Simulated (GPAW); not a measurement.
# Calculated records

### How the form of the self-energy moves the gap of LiF (Griceite)

The structure is cubic, space group Fm-3m (No. 225). Conventional cell: a = 4.028 Å, b = 4.028 Å, c = 4.028 Å, α = 90.00°, β = 90.00°, γ = 90.00°. Li has 6 F at 2.01 Å nearest. Nearest to F lie 6 Li at 2.01 Å. Farther neighbours and most contacts between anions are not listed.

```
Li F
1.0
     0.00000    2.01400    2.01400
     2.01400    0.00000    2.01400
     2.01400    2.01400    0.00000
Li F
1 1
Direct
  0.00000 0.00000 0.00000
  0.50000 0.50000 0.50000
```

```
method                                  : DFT, PBE, plane waves, PAW (and 3 further levels or steps)
program                                 : GPAW 26.7.0
settings of one run                     : cutoff 600 eV, GPAW PAW setups 1.2.1 data release, 6×6×6 k-mesh, nbands 156
cost                                    : 6 runs, 3.2 min in all on 4 MPI ranks of Arm Neoverse V1, shared host (the runs of this entry)
notes                                   : The cell and positions come from the Crystallography Open Database and are kept as given unless a step says otherwise. Bands and cutoff are finite, so the gap is not at the basis limit. The miss can reach some tenths of an eV and take either sign; the mesh is an error of its own. The program warns of a poor linear fit in the extrapolation of some level, so the extrapolated values are rough.
G0W0, Godby-Needs plasmon pole          : 13.261 eV
one-shot HSE06                          : 11.309 eV
G0W0, extrapolated in the cutoff        : 13.559 eV
one-shot PBE0                           : 12.155 eV
G0W0, full frequency, Hilbert transform : 13.338 eV
known limits                            : not at the basis limit
```

One-shot HSE06: −1.952 eV against G0W0, Godby-Needs plasmon pole. G0W0, extrapolated in the cutoff: +0.298 eV against G0W0, Godby-Needs plasmon pole, at other bands or cutoff, so not like for like.

[Paths, hosts, dates, memory and timing lines, banners, echoed tables and standing remarks are left out of the program output.]

[Logs are printed without paths, hosts, clocks, repeated set-up lines and the standing remarks that a program may print on its own settings, such as how far it seeks lower states.]

[Runs of the session that timed out or met a known fault of the program may be left out.]

[Hosts, paths, dates, database ids (printed as entryN), source tags and the programs' standing remarks are cut or masked in the printed files.]
